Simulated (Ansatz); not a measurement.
I:

```
I
1.0
     3.63503   -2.39502    0.00000
     3.63503    2.39502    0.00000
     0.00000    0.00000    9.79344
I
4
Direct
  0.64930 0.35070 0.38440
  0.14930 0.85070 0.11560
  0.35070 0.64930 0.61560
  0.85070 0.14930 0.88440
```

Base run:

| Item | Value |
| --- | --- |
| Program | Ansatz 0.2.0 |
| Functional | HSE06 form with a typed share of exact exchange |
| Potentials or basis | Ansatz PAW |
| Cutoff | 420 eV (not typed: the program's choice for these potentials) |
| k mesh | 4 × 4 × 2 |
| Occupations | fermi-dirac, width 0.05 eV |
| Spin | no spin polarisation |

Its results: band gap on the k mesh 1.62 eV, indirect (least direct gap 1.77 eV); pressure 1.5 GPa; largest force 0.621 eV/Å.

After a change of settings the same cell gave: band gap on the k mesh 2.14 eV, indirect (least direct gap 2.35 eV); pressure 1.0 GPa; largest force 0.301 eV/Å. Which change was it?
A. share of exact exchange from 0.1 to 0.15
B. share of exact exchange from 0.1 to 0.35
C. functional from HSE06 form with a typed share of exact exchange to HSE06; share of exact exchange from 0.1 to 0.25
D. share of exact exchange from 0.1 to 0

C.

Caveats: spin-orbit coupling is left out, which moves the levels of the heavy elements; the PAW data sets come from PBE, with cores solved anew for the run's functional, which leaves a small shift of forces and pressure; the thresholds are loose for stress.
